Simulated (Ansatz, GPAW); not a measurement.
# honeycomb SnTe monolayer: converging a work function, part 2 of 2

Wanted: a convergence study on the slab honeycomb SnTe monolayer. Where a layer proves gapped, the work function hangs on where the smearing puts the Fermi level, and the band edges take its place.

GPAW 26.7.0 and Ansatz 0.2.0; Ansatz plane waves; layer without images along its normal, relaxation of atoms and in-plane cell (the session's first sound run).

So far, upper work function (eV): step 3 (the slab's potential) 4.09.

## (4) Cutoff 200

Level of this step: GPAW, PAW setups; slab in vacuum (GPAW).

The cutoff limits how sharply the smooth valence waves can vary, which tells mostly near the atoms.

Input file run.py:

```python
import json
import numpy as np
from ase import Atoms
from gpaw import GPAW, PW

slab = Atoms(
    ['Te', 'Sn'],
    positions=[
        [2.09102, 1.20725, 7.00000],
        [-0.00000, 2.41450, 8.68511]],
    cell=[[4.18204, 0.0, 0.0], [-2.09102, 3.62175, -0.0], [0.0, 0.0, 15.6851]],
    pbc=[True, True, False])

slab.calc = GPAW(mode=PW(200), xc='PBE', kpts={'size': (9, 9, 1), 'gamma': True},
                 occupations={'name': 'fermi-dirac', 'width': 0.05}, nbands='140%',
                 convergence={'density': 1e-05}, maxiter=200,
                 poissonsolver={'dipolelayer': 'xy'},
                 symmetry={'tolerance': 1e-3}, txt='slab.txt')
result = {}
energy = slab.get_potential_energy()
fermi = slab.calc.get_fermi_level()
v = slab.calc.get_electrostatic_potential().mean((0, 1)) - fermi
n = slab.calc.get_pseudo_density().mean((0, 1))
L = slab.cell[2, 2]
z = np.arange(len(v)) * L / len(v)
low, high = slab.positions[:, 2].min(), slab.positions[:, 2].max()
below, above = np.interp([low - 4.8, high + 4.8], z, v)
slopes = [np.interp(x, z, np.gradient(v, z)) for x in (low - 4.8, high + 4.8)]
eps = np.array([[slab.calc.get_eigenvalues(k, s) for k in range(len(slab.calc.get_ibz_k_points()))]
                for s in range(slab.calc.get_number_of_spins())]) - fermi
top, bottom = eps[eps < 0].max(), eps[eps > 0].min()
dipole = slab.get_dipole_moment()[2]
print(f'energy {energy:.4f} eV, Fermi level {fermi:.4f} eV, dipole {dipole:.5f} e A')
print(f'potential 4.8 A off the faces, from the Fermi level: lower {below:.4f} eV, upper {above:.4f} eV')
print(f'slope of the potential there: lower {slopes[0]:.5f}, upper {slopes[1]:.5f} eV/A')
print(f'nearest levels on the mesh: {top:.4f} and {bottom:.4f} eV')
print('magnetic moment', round(slab.get_magnetic_moment(), 3))
result.update(energy=energy, fermi=fermi, dipole=dipole, below=below, above=above, slopes=slopes, edges=[top, bottom],
              z=z.tolist(), v=v.tolist(), n=n.tolist(), positions=slab.positions.tolist(),
              forces=slab.get_forces(apply_constraint=False).tolist(), moments=slab.get_magnetic_moments().tolist())
json.dump(result, open('result.json', 'w'))
```

Command:

```sh
> OMP_NUM_THREADS=1 OPENBLAS_NUM_THREADS=1 python run.py
```

What it wrote:

```text
energy -6.5815 eV, Fermi level -1.5662 eV, dipole 0.04511 e A
potential 4.8 A off the faces, from the Fermi level: lower 4.6260 eV, upper 4.0937 eV
slope of the potential there: lower 0.00099, upper 0.00183 eV/A
nearest levels on the mesh: -0.9478 and 0.9619 eV
magnetic moment 0.0
```

Wall time 3.5 s (1 thread of AMD EPYC 9R14 (Zen 4), shared host); peak memory 0.14 GiB.

The run finished. A setting was moved off its sound value on purpose, so it serves as a test and not as the result.

The fault put into the input: a cutoff under that of the base run: the energy of the cell lies 0.87 eV from the base value, and the gap on the mesh is 1.91 eV against 1.91 (ecut = 200).

Side by side:

| quantity | this run | sound run | difference |
| --- | --- | --- | --- |
| dipole along the normal (e·Å) | 0.045111 | 0.045275 | -1.6e-4 |
| upper work function (eV) | 4.0937 | 4.0872 | 0.00654 |
| lower work function (eV) | 4.6260 | 4.6308 | -0.00479 |
| upper ionisation energy (eV) | 5.0416 | 5.0375 | 0.00404 |

## (5) Cutoff 300

The cutoff limits how sharply the smooth valence waves can vary, which tells mostly near the atoms.

Edit run.py of step 4 so:

```diff
@@ -13,3 +13,3 @@
 
-slab.calc = GPAW(mode=PW(200), xc='PBE', kpts={'size': (9, 9, 1), 'gamma': True},
+slab.calc = GPAW(mode=PW(300), xc='PBE', kpts={'size': (9, 9, 1), 'gamma': True},
                  occupations={'name': 'fermi-dirac', 'width': 0.05}, nbands='140%',
```

What it wrote:

```text
energy -6.9814 eV, Fermi level -1.5715 eV, dipole 0.04504 e A
potential 4.8 A off the faces, from the Fermi level: lower 4.6341 eV, upper 4.0921 eV
slope of the potential there: lower -0.00052, upper 0.00056 eV/A
nearest levels on the mesh: -0.9436 and 0.9671 eV
magnetic moment 0.0
```

It took 6.6 s on 1 thread; peak memory 0.16 GiB.

The run finished. A setting was moved off its sound value on purpose, so it serves as a test and not as the result.

The fault put into the input: a cutoff under that of the base run: the energy of the cell lies 0.47 eV from the base value, and the gap on the mesh is 1.91 eV against 1.91 (ecut = 300).

The two runs compared:

| quantity | this run | sound run | difference |
| --- | --- | --- | --- |
| dipole along the normal (e·Å) | 0.045038 | 0.045275 | -2.4e-4 |
| upper work function (eV) | 4.0921 | 4.0872 | 0.00497 |
| lower work function (eV) | 4.6341 | 4.6308 | 0.00322 |
| upper ionisation energy (eV) | 5.0358 | 5.0375 | -0.00175 |

## (6) Cutoff 700: ecut = 700

The cutoff limits how sharply the smooth valence waves can vary, which tells mostly near the atoms.

Edit run.py of step 5 so:

```diff
@@ -13,3 +13,3 @@
 
-slab.calc = GPAW(mode=PW(300), xc='PBE', kpts={'size': (9, 9, 1), 'gamma': True},
+slab.calc = GPAW(mode=PW(700), xc='PBE', kpts={'size': (9, 9, 1), 'gamma': True},
                  occupations={'name': 'fermi-dirac', 'width': 0.05}, nbands='140%',
```

What it wrote:

```text
energy -7.5878 eV, Fermi level -1.5666 eV, dipole 0.04512 e A
potential 4.8 A off the faces, from the Fermi level: lower 4.6278 eV, upper 4.0863 eV
slope of the potential there: lower -0.00024, upper 0.00061 eV/A
nearest levels on the mesh: -0.9544 and 0.9596 eV
magnetic moment 0.0
```

The job ended after 19 s (1 thread; peak memory 0.29 GiB).

This step gave:

| Item | Value |
| --- | --- |
| dipole along the normal | 0.04512 e·Å |
| levels nearest the Fermi level on the mesh | -0.9544, 0.9596 eV from the Fermi level |
| upper work function | 4.086 eV |
| lower work function | 4.628 eV |
| upper ionisation energy | 5.041 eV |

Table of electrostatic potential energy of an electron (without an applied field's), less the Fermi level, planar mean by z:

| z (Å) | electrostatic potential energy of an electron (without an applied field's), less the Fermi level, planar mean (eV) |
| --- | --- |
| 0.0 | 4.36 |
| 0.5 | 4.63 |
| 1.0 | 4.63 |
| 1.5 | 4.63 |
| 2.0 | 4.63 |
| 2.5 | 4.63 |
| 3.0 | 4.63 |
| 3.5 | 4.62 |
| 4.0 | 4.62 |
| 4.5 | 4.58 |
| 5.0 | 4.44 |
| 5.5 | 3.89 |
| 6.0 | 1.72 |
| 6.5 | -5.43 |
| 7.0 | -14.0 |
| 7.5 | -7.19 |
| 8.0 | -4.54 |
| 8.5 | -11.1 |
| 9.0 | -8.62 |
| 9.5 | -0.534 |
| 10.0 | 2.69 |
| 10.5 | 3.68 |
| 11.0 | 3.97 |
| 11.5 | 4.05 |
| 12.0 | 4.08 |
| 12.5 | 4.08 |
| 13.0 | 4.09 |
| 13.5 | 4.09 |
| 14.0 | 4.09 |
| 14.5 | 4.09 |
| 15.0 | 4.09 |
| 15.5 | 4.21 |

Pseudo valence density, planar mean against z:

| z (Å) | pseudo valence density, planar mean (e/Å³) |
| --- | --- |
| 3.0 | 3.4e-5 |
| 3.5 | 1.3e-4 |
| 4.0 | 5.1e-4 |
| 4.5 | 0.00200 |
| 5.0 | 0.00801 |
| 5.5 | 0.0315 |
| 6.0 | 0.110 |
| 6.5 | 0.215 |
| 7.0 | 0.0914 |
| 7.5 | 0.272 |
| 8.0 | 0.302 |
| 8.5 | 0.814 |
| 9.0 | 0.582 |
| 9.5 | 0.144 |
| 10.0 | 0.0449 |
| 10.5 | 0.0139 |
| 11.0 | 0.00408 |
| 11.5 | 0.00119 |
| 12.0 | 3.5e-4 |
| 12.5 | 1.0e-4 |
| 13.0 | 2.9e-5 |

The highest filled level lies 0.954 eV under the Fermi level, so the ionisation energy from the upper face is 4.086 + 0.954 = 5.041 eV, against 5.038 eV in the base run.

## (7) K mesh 3×3

The mesh in the plane samples the bands: a metal's Fermi level needs it dense, and band edges must lie on it.

Edit run.py of step 6 so:

```diff
@@ -13,3 +13,3 @@
 
-slab.calc = GPAW(mode=PW(700), xc='PBE', kpts={'size': (9, 9, 1), 'gamma': True},
+slab.calc = GPAW(mode=PW(400), xc='PBE', kpts={'size': (3, 3, 1), 'gamma': True},
                  occupations={'name': 'fermi-dirac', 'width': 0.05}, nbands='140%',
```

What it wrote:

```text
energy -7.2015 eV, Fermi level -1.4692 eV, dipole 0.05540 e A
potential 4.8 A off the faces, from the Fermi level: lower 4.5595 eV, upper 3.8948 eV
slope of the potential there: lower -0.00026, upper 0.00058 eV/A
nearest levels on the mesh: -0.8975 and 0.9536 eV
magnetic moment 0.0
```

Wall time 4 s (1 thread); peak memory 0.17 GiB.

The run finished with changed settings (kpts = [3, 3]); it serves as a test.

Side by side:

| quantity | this run | sound run | difference |
| --- | --- | --- | --- |
| dipole along the normal (e·Å) | 0.055402 | 0.045275 | 0.0101 |
| upper work function (eV) | 3.8948 | 4.0872 | -0.192 |
| lower work function (eV) | 4.5595 | 4.6308 | -0.0713 |
| upper ionisation energy (eV) | 4.7923 | 5.0375 | -0.245 |

The two runs differ clearly in the dipole along the normal: 0.0554 e·Å against 0.0453 e·Å.

## (8) K mesh 5×5

The mesh in the plane samples the bands: a metal's Fermi level needs it dense, and band edges must lie on it.

Edit run.py of step 7 so:

```diff
@@ -13,3 +13,3 @@
 
-slab.calc = GPAW(mode=PW(400), xc='PBE', kpts={'size': (3, 3, 1), 'gamma': True},
+slab.calc = GPAW(mode=PW(400), xc='PBE', kpts={'size': (5, 5, 1), 'gamma': True},
                  occupations={'name': 'fermi-dirac', 'width': 0.05}, nbands='140%',
```

What it wrote:

```text
energy -7.4341 eV, Fermi level -1.5313 eV, dipole 0.04646 e A
potential 4.8 A off the faces, from the Fermi level: lower 4.5995 eV, upper 4.0417 eV
slope of the potential there: lower -0.00028, upper 0.00064 eV/A
nearest levels on the mesh: -0.9739 and 1.0104 eV
magnetic moment 0.0
```

The job ended after 4.7 s (1 thread; peak memory 0.17 GiB).

The run finished with changed settings (kpts = [5, 5]); it serves as a test.

The two runs compared:

| quantity | this run | sound run | difference |
| --- | --- | --- | --- |
| dipole along the normal (e·Å) | 0.046458 | 0.045275 | 0.00118 |
| upper work function (eV) | 4.0417 | 4.0872 | -0.0455 |
| lower work function (eV) | 4.5995 | 4.6308 | -0.0313 |
| upper ionisation energy (eV) | 5.0156 | 5.0375 | -0.0219 |

The two runs differ clearly in the upper work function: 4.04 eV against 4.09 eV.

## (9) K mesh 14×14: kpts = [14, 14]

The mesh in the plane samples the bands: a metal's Fermi level needs it dense, and band edges must lie on it.

Edit run.py of step 8 so:

```diff
@@ -13,3 +13,3 @@
 
-slab.calc = GPAW(mode=PW(400), xc='PBE', kpts={'size': (5, 5, 1), 'gamma': True},
+slab.calc = GPAW(mode=PW(400), xc='PBE', kpts={'size': (14, 14, 1), 'gamma': True},
                  occupations={'name': 'fermi-dirac', 'width': 0.05}, nbands='140%',
```

What it wrote:

```text
energy -7.4552 eV, Fermi level -1.5568 eV, dipole 0.04521 e A
potential 4.8 A off the faces, from the Fermi level: lower 4.6191 eV, upper 4.0763 eV
slope of the potential there: lower -0.00027, upper 0.00064 eV/A
nearest levels on the mesh: -0.9625 and 0.9655 eV
magnetic moment 0.0
```

It took 12 s on 1 thread; peak memory 0.21 GiB.

Numbers from this step:

| Quantity | Value |
| --- | --- |
| dipole along the normal | 0.04521 e·Å |
| levels nearest the Fermi level on the mesh | -0.9625, 0.9655 eV from the Fermi level |
| upper work function | 4.076 eV |
| lower work function | 4.619 eV |
| upper ionisation energy | 5.039 eV |

Electrostatic potential energy of an electron (without an applied field's), less the Fermi level, planar mean against z:

| z (Å) | electrostatic potential energy of an electron (without an applied field's), less the Fermi level, planar mean (eV) |
| --- | --- |
| 0.0 | 4.35 |
| 0.5 | 4.62 |
| 1.0 | 4.62 |
| 1.5 | 4.62 |
| 2.0 | 4.62 |
| 2.5 | 4.62 |
| 3.0 | 4.62 |
| 3.5 | 4.62 |
| 4.0 | 4.61 |
| 4.5 | 4.57 |
| 5.0 | 4.43 |
| 5.5 | 3.87 |
| 6.0 | 1.70 |
| 6.5 | -5.43 |
| 7.0 | -14.0 |
| 7.5 | -7.22 |
| 8.0 | -4.60 |
| 8.5 | -11.0 |
| 9.0 | -8.64 |
| 9.5 | -0.545 |
| 10.0 | 2.67 |
| 10.5 | 3.66 |
| 11.0 | 3.96 |
| 11.5 | 4.04 |
| 12.0 | 4.07 |
| 12.5 | 4.07 |
| 13.0 | 4.08 |
| 13.5 | 4.08 |
| 14.0 | 4.08 |
| 14.5 | 4.08 |
| 15.0 | 4.08 |
| 15.5 | 4.21 |

The highest filled level lies 0.962 eV under the Fermi level, so the ionisation energy from the upper face is 4.076 + 0.962 = 5.039 eV, against 5.038 eV in the base run.

## (10) Scheme Marzari-Vanderbilt, smearing 0.2

Smearing changes the occupations near the Fermi level, and with them the level itself. Smearing helps the SCF of a metal converge, but it blurs occupations at band edges near the Fermi level.

Edit run.py of step 9 so:

```diff
@@ -13,4 +13,4 @@
 
-slab.calc = GPAW(mode=PW(400), xc='PBE', kpts={'size': (14, 14, 1), 'gamma': True},
-                 occupations={'name': 'fermi-dirac', 'width': 0.05}, nbands='140%',
+slab.calc = GPAW(mode=PW(400), xc='PBE', kpts={'size': (9, 9, 1), 'gamma': True},
+                 occupations={'name': 'marzari-vanderbilt', 'width': 0.2}, nbands='140%',
                  convergence={'density': 1e-05}, maxiter=200,
```

What it wrote:

```text
energy -7.4549 eV, Fermi level -1.4882 eV, dipole 0.04527 e A
potential 4.8 A off the faces, from the Fermi level: lower 4.5507 eV, upper 4.0071 eV
slope of the potential there: lower -0.00028, upper 0.00064 eV/A
nearest levels on the mesh: -1.0304 and 0.8822 eV
magnetic moment 0.0
```

Run time: 7.3 s. Hardware: 1 thread; peak memory 0.19 GiB.

Numbers from this step:

- dipole along the normal: 0.04527 e·Å
- levels nearest the Fermi level on the mesh: -1.030, 0.8822 eV from the Fermi level
- upper work function: 4.007 eV
- lower work function: 4.551 eV
- upper ionisation energy: 5.038 eV

Electrostatic potential energy of an electron (without an applied field's), less the Fermi level, planar mean against z:

| z (Å) | electrostatic potential energy of an electron (without an applied field's), less the Fermi level, planar mean (eV) |
| --- | --- |
| 0.0 | 4.28 |
| 0.5 | 4.55 |
| 1.0 | 4.55 |
| 1.5 | 4.55 |
| 2.0 | 4.55 |
| 2.5 | 4.55 |
| 3.0 | 4.55 |
| 3.5 | 4.55 |
| 4.0 | 4.54 |
| 4.5 | 4.50 |
| 5.0 | 4.36 |
| 5.5 | 3.80 |
| 6.0 | 1.63 |
| 6.5 | -5.50 |
| 7.0 | -14.1 |
| 7.5 | -7.29 |
| 8.0 | -4.67 |
| 8.5 | -11.1 |
| 9.0 | -8.71 |
| 9.5 | -0.614 |
| 10.0 | 2.60 |
| 10.5 | 3.60 |
| 11.0 | 3.89 |
| 11.5 | 3.97 |
| 12.0 | 4.00 |
| 12.5 | 4.00 |
| 13.0 | 4.01 |
| 13.5 | 4.01 |
| 14.0 | 4.01 |
| 14.5 | 4.01 |
| 15.0 | 4.01 |
| 15.5 | 4.14 |

The highest filled level lies 1.03 eV under the Fermi level, so the ionisation energy from the upper face is 4.007 + 1.03 = 5.038 eV, against 5.038 eV in the base run.

## (11) All levels side by side

Times are for 1 thread of AMD EPYC 9R14 (Zen 4), shared host. Results by setting:

| no. | run | upper ionisation energy (eV) | time | memory (GiB) |
| --- | --- | --- | --- | --- |
| 1 | pw | 5.038 | 7.3 s | 0.19 |
| 2 | cutoff 700 | 5.041 | 19 s | 0.29 |
| 3 | k mesh 14×14 | 5.039 | 12 s | 0.21 |
| 4 | scheme Marzari-Vanderbilt, smearing 0.2 | 5.038 | 7.3 s | 0.19 |

## (12) Without the dipole layer

The dipole layer is taken out and the cell repeats along the normal.

Edit run.py of step 10 so:

```diff
@@ -11,8 +11,7 @@
     cell=[[4.18204, 0.0, 0.0], [-2.09102, 3.62175, -0.0], [0.0, 0.0, 15.6851]],
-    pbc=[True, True, False])
+    pbc=[True, True, True])
 
 slab.calc = GPAW(mode=PW(400), xc='PBE', kpts={'size': (9, 9, 1), 'gamma': True},
-                 occupations={'name': 'marzari-vanderbilt', 'width': 0.2}, nbands='140%',
+                 occupations={'name': 'fermi-dirac', 'width': 0.05}, nbands='140%',
                  convergence={'density': 1e-05}, maxiter=200,
-                 poissonsolver={'dipolelayer': 'xy'},
                  symmetry={'tolerance': 1e-3}, txt='slab.txt')
```

What it wrote:

```text
energy -7.4560 eV, Fermi level -1.5655 eV, dipole 0.06357 e A
potential 4.8 A off the faces, from the Fermi level: lower 4.4619 eV, upper 4.2481 eV
slope of the potential there: lower 0.04826, upper 0.04915 eV/A
nearest levels on the mesh: -0.9508 and 0.9650 eV
magnetic moment 0.0
```

Run time: 7 s. Hardware: 1 thread; peak memory 0.19 GiB.

The run finished. A setting was moved off its sound value on purpose, so it serves as a test and not as the result.

The fault put into the input: no dipole layer on a slab with a dipole, so the vacuum potential tilts and no work function is defined (dipole = false and pbc_z = true).

The two runs compared:

| quantity | this run | sound run | difference |
| --- | --- | --- | --- |
| dipole along the normal (e·Å) | 0.063568 | 0.045275 | 0.0183 |

The two runs differ clearly in the dipole along the normal: 0.0636 e·Å against 0.0453 e·Å.

## (13) Side by side

Results and costs are gathered.

This step: comparison of work functions, dipole and cost (GPAW 26.7.0).

Ladder, by row:

| step | code | work function, upper (eV) | work function, lower (eV) | dipole (e Å) | wall time (s) | peak memory (GiB) | threads |
| --- | --- | --- | --- | --- | --- | --- | --- |
| pw | GPAW | 4.087 | 4.631 | 0.04528 | 7.27 | 0.19 | 1 |
| ecut200 | GPAW | 4.094 | 4.626 | 0.04511 | 3.55 | 0.14 | 1 |
| ecut300 | GPAW | 4.092 | 4.634 | 0.04504 | 6.61 | 0.16 | 1 |
| ecut700 | GPAW | 4.086 | 4.628 | 0.04512 | 19.03 | 0.29 | 1 |
| k3 | GPAW | 3.895 | 4.559 | 0.0554 | 4 | 0.17 | 1 |
| k5 | GPAW | 4.042 | 4.599 | 0.04646 | 4.71 | 0.17 | 1 |
| k14 | GPAW | 4.076 | 4.619 | 0.04521 | 12.24 | 0.21 | 1 |
| smear | GPAW | 4.007 | 4.551 | 0.04528 | 7.28 | 0.19 | 1 |
| nodip | GPAW | - | - | 0.06357 | 7.01 | 0.19 | 1 |

## (14) A changed run

One more run, with changed settings.

This step: GPAW, PAW setups; slab in vacuum (GPAW 26.7.0).

Edit run.py of step 12 so:

```diff
@@ -4,2 +4,3 @@
 from gpaw import GPAW, PW
+from gpaw.external import ConstantElectricField
 
@@ -11,3 +12,3 @@
     cell=[[4.18204, 0.0, 0.0], [-2.09102, 3.62175, -0.0], [0.0, 0.0, 15.6851]],
-    pbc=[True, True, True])
+    pbc=[True, True, False])
 
@@ -15,3 +16,5 @@
                  occupations={'name': 'fermi-dirac', 'width': 0.05}, nbands='140%',
-                 convergence={'density': 1e-05}, maxiter=200,
+                 convergence={'density': 1e-05}, maxiter=100,
+                 poissonsolver={'dipolelayer': 'xy'},
+                 external=ConstantElectricField(1.5, [0, 0, 1]),
                  symmetry={'tolerance': 1e-3}, txt='slab.txt')
```

What it wrote:

```text
energy -7.9525 eV, Fermi level -2.3838 eV, dipole 0.64801 e A
potential 4.8 A off the faces, from the Fermi level: lower 9.1437 eV, upper 1.4476 eV
slope of the potential there: lower -0.06221, upper 0.00152 eV/A
nearest levels on the mesh: -0.3221 and 0.2228 eV
magnetic moment 0.0
```

Elapsed: 20 s, on 1 thread; peak memory 0.25 GiB.

The run finished. A setting was moved off its sound value on purpose, so it serves as a test and not as the result.

The fault put into the input: a field far too strong (field = 1.5).

The two runs compared:

| quantity | this run | sound run | difference |
| --- | --- | --- | --- |
| dipole along the normal (e·Å) | 0.64801 | 0.045275 | 0.603 |

The two runs differ clearly in the dipole along the normal: 0.648 e·Å against 0.0453 e·Å.

## (15) What came out

* work function, upper and lower face (Fermi level placed in the gap by the smearing): 4.087 and 4.631 eV
* ionisation energy from the upper face (highest filled level on the mesh): 5.04 eV
* electron affinity from the upper face (lowest empty Kohn-Sham level on the mesh): 3.12 eV
* dipole along the normal: 0.0453 e Å

What this shows: With plane waves and PBE the ionisation energy from the upper face is 5.04 eV and the Kohn-Sham electron affinity 3.12 eV. The two faces differ by 0.54 eV, the step that the slab's dipole makes (e p/(ε0 A) gives 0.54 eV), so the dipole layer is needed. The levels nearest the Fermi level on the mesh lie 1.91 eV apart, so the slab is gapped there: the smearing puts the Fermi level inside the gap, and from either face the ionisation energy is the work function plus 0.95 eV. Both are Kohn-Sham levels on the mesh, and semilocal gaps are too small, so the affinity tends to come out too large and the ionisation energy too small. Work functions of a gapped slab move with the place of the Fermi level in the gap; over the runs without a planted fault the highest filled level on the mesh lies 4.79 (k3) to 5.04 eV (ecut700) under the upper vacuum level. With elements this heavy, spin-orbit coupling can move band edges by tenths of an eV. The layer's cell and atoms come from the relaxation; spin-orbit coupling and temperature are left out.

[Logs are printed without paths, hosts, clocks, repeated set-up lines and the standing remarks that a program may print on its own settings, such as how far it seeks lower states.]

[Hosts, paths, dates, database ids (printed as entryN), source tags and the programs' standing remarks are cut or masked in the printed files.]
